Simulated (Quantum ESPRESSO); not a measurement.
## Al in Quantum ESPRESSO: the effect of target pressure

Al:

```
Al
1.0
     0.00000    2.02481    2.02481
     2.02481    0.00000    2.02481
     2.02481    2.02481    0.00000
Al
1
Direct
  0.00000 0.00000 0.00000
```

Alike in all runs:

| Quantity | Value |
| --- | --- |
| Program | Quantum ESPRESSO 7.5 |
| Task | phonons |
| Functional | LDA |
| Potentials or basis | GBRV 1.5 LDA |
| Cutoff | 612 eV |
| Density cutoff | 4898 eV |
| k mesh | 11 × 11 × 11 |
| Occupations | cold, width 0.2 eV |
| Spin | no spin polarisation |

Each run relaxes the cell or the atoms first.

| target pressure | relaxed volume (Å³/atom) | highest phonon frequency (cm⁻¹) |
| --- | --- | --- |
| 0 GPa | ? | ? |
| 10 GPa | 14.38 | 346 |
| 25 GPa | 13.03 | 406 |
| 50 GPa | 11.67 | 480 |

**Question.** What does the run with target pressure 0 GPa give?

**Answer.** Relaxed volume 15.83 Å³/atom; highest phonon frequency 292 cm⁻¹.

Worked out: A straight line through the other rows of the relaxed volume, of slope -0.0664 Å³/atom per GPa, extrapolates to 14.91 Å³/atom, against the run's 15.83. A straight line through the other rows of the highest phonon frequency, of slope 3.31 cm⁻¹ per GPa, extrapolates to 317 cm⁻¹, against the run's 292.

Caveats: the q point doesn't lie on the k mesh, which can shift a metal's frequencies strongly unless the mesh is converged; the cell is more than 3 GPa from zero pressure, which shifts response properties (some runs); the mesh is thin for the phonons of a metal (some runs); the volume moved by over 15 % at a fixed basis, so the end points are rough (some runs).
